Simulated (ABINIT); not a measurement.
GaAs: single point with LDA

**The experiment to reproduce.**

From “Evidence of valence band perturbations in GaAsN/GaAs(001): A combined variable-angle spectroscopic ellipsometry and modulated photoreflectance investigation”, 2008, arxiv:0805.2212, for a bulk crystal of GaAs at 300 K: band gap 1.412 ± 0.01 eV (direct).

GaAs:

```
CELL_PARAMETERS angstrom
0.00000 2.82685 2.82685
2.82685 0.00000 2.82685
2.82685 2.82685 0.00000
ATOMIC_POSITIONS crystal
As 0.75000 0.75000 0.75000
Ga 0.00000 0.00000 0.00000
```

```json
{
 "Program": "ABINIT 10.8.3 (patched build)",
 "Task": "single point",
 "Functional": "LDA",
 "Potentials or basis": "JTH PAW LDA v2.0",
 "Cutoff": "463 eV",
 "k mesh": "6 × 6 × 6",
 "Occupations": "fermi-dirac, width 0.05 eV",
 "Spin": "no spin polarisation"
}
```

| Property | Result |
| --- | --- |
| Pressure | -2.0 GPa |
| Band gap on the k mesh | 0.27 eV, direct |
| Valence electrons inside the program's atomic spheres | As 12.74; Ga 11.09 |

Levels at points of the mesh, in eV from the valence-band top:
| k point | band 10 | band 11 | band 12 | band 13 | band 14 | band 15 | band 16 | band 17 | band 18 |
| --- | --- | --- | --- | --- | --- | --- | --- | --- | --- |
| (0.00, 0.00, 0.00) | -14.83 | -12.79 | 0.00 | 0.00 | 0.00 | 0.27 | 3.68 | 3.68 | 3.68 |
| (0.50, 0.00, 0.00) | -14.82 | -11.03 | -6.70 | -1.15 | -1.15 | 0.84 | 4.59 | 4.59 | 7.56 |
| (0.50, 0.50, 0.00) | -14.82 | -10.29 | -6.88 | -2.69 | -2.69 | 1.34 | 1.55 | 10.04 | 10.04 |

Run time: 9.1 s on 1 thread of Arm Neoverse V2, with other jobs on the host, peak memory 0.11 GiB.

A measured gap of GaAs is 1.412 eV (direct; 300 K; “Evidence of valence band perturbations in GaAsN/GaAs(001): A combined variable-angle spectroscopic ellipsometry and modulated photoreflectance investigation”, 2008, arxiv:0805.2212); the calculated 0.27 eV misses it by -1.14 eV. So large a miss can be the level of theory's own, or it may mean another phase, state or a wrong row. 3 values of this kind are on record (1.412 to 1.51 eV); this one was drawn at random among those near their median, those with a stated uncertainty first. Spin-orbit coupling on As, Ga is left out. The value is that of LDA, without temperature or zero-point motion. Semilocal functionals fall short of measured gaps as a rule.
